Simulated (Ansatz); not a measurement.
A crystal relaxed with r2SCAN in Ansatz 0.2.0 has space group Fm-3m (No. 225) and a = 6.194 Å.

```
atom  site       x       y       z
  Xx    4a  0.0000  0.0000  0.0000
   F    8c  0.2500  0.7500  0.7500
```

With r2SCAN the valence top lies at K–Γ (0.39 of the way from K) and the conduction bottom at Γ, 7.41 eV higher; the smallest vertical gap, at Γ, is 7.52 eV. With HSE06 the valence top lies at K–Γ (0.39 of the way from K) and the conduction bottom at Γ, 8.76 eV higher; the smallest vertical gap, at Γ, is 8.88 eV. PBE gives an indirect gap of 6.84 eV, from K–Γ (0.40 of the way from K) to Γ; the least direct gap is 6.94 eV at Γ. Meshes: r2SCAN 8×8×8, HSE06 6×6×6, PBE 8×8×8. r2SCAN's ε∞ is 2.3 in all directions.

Problem. Which element is Xx?
A. Ca
B. Ba
C. Be
D. Mg

Solution. B. Xx is Ba: fluorite BaF₂. Ba is surrounded by 8 F at 2.68 Å; F is surrounded by 4 Ba at 2.68 Å.

The values are computed, spin-unpolarised, and not measurements.

The runs are scalar-relativistic, without spin-orbit coupling.

Where an edge lies off the special points, it is a point of the mesh or the k point where a search put PBE's edge or least direct gap, reused for the other functionals, whose own edges may lie a little apart; PBE's own value is read along its path and can be a few hundredths of an eV high.

The meshes of the hybrids are coarse, so their gaps aren't converged to the digits shown.
